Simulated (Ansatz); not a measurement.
# Al: the cost of one run

Computed with Ansatz 0.2.0 (DFT PBE+D3(BJ), scalar-relativistic, plane waves, PAW, unless a step's input says otherwise).

72 further runs of the same task are left out: 72 set aside as unsound or not needed.

### Step 1. The system as given

The structure is hexagonal, space group P6_3/mmc (No. 194). Conventional cell: a = 2.827 Å, b = 2.827 Å, c = 9.186 Å, α = 90.00°, β = 90.00°, γ = 120.00°. Around Al (site symmetry -3m) lie 12 Al at 2.82 to 2.83 Å. Al (site symmetry -6m2) is surrounded by 12 Al at 2.82 to 2.83 Å.

As a file:

```xyz
4
Lattice="2.8271 0.0000 0.0000 -1.4135 2.4483 0.0000 0.0000 0.0000 9.1860" Properties=species:S:1:pos:R:3 pbc="T T T"
Al    0.0000    0.0000    0.0000
Al    0.0000    1.6322    2.2965
Al    0.0000    0.0000    4.5930
Al    1.4135    0.8161    6.8895
```

Source of the structure: the Materials Project (structure only).

### Step 5. Setting up the map

The energy is mapped over volume and the cell's shape.

- volume per atom: 11 values from 14.585 to 17.121 Å³
- c/a of the conventional cell: 11 values from 3.030 to 3.557

Nothing else is relaxed (symmetry fixes all fractional coordinates). Energies count from the relaxed crystal. Points are written as (first, second).

(The set-up runs are not shown.)

### Step 6. The run at (14.585 Å³, 3.557)

Contents of input.yaml:

```yaml
crystal:
  lattice:
    - [2.6654325529, 0.0, 0.0]
    - [-1.3327162765, 2.3083323029, 0.0]
    - [0.0, 0.0, 9.4820097638]
  atoms:
    - { symbol: Al, position: [0.0, 0.0, 0.0] }
    - { symbol: Al, position: [0.3333333333, 0.6666666667, 0.25] }
    - { symbol: Al, position: [0.0, 0.0, 0.5] }
    - { symbol: Al, position: [0.6666666667, 0.3333333333, 0.75] }
basis:
  ecutwfc: 420
kpoints:
  mp_grid: { grid: [18, 18, 6] }
hamiltonian:
  xc: pbe
  dispersion: d3bj
scf:
  occupations: { method: gaussian, width: 0.15 }
output:
  forces: true
  stress: true
  eigenvalues: true
```

Launch:

```bash
$ ansatz run input.yaml --threads 2 --pin off --max-ram 4096MiB --backend cpu --events-out ev --progress --plain --runs-dir out
```

Q: Estimate wall time and peak memory on 2 threads of Intel Xeon 6975P-C (Granite Rapids), shared host.

About 1.4 s, with a peak of 0.41 GiB.
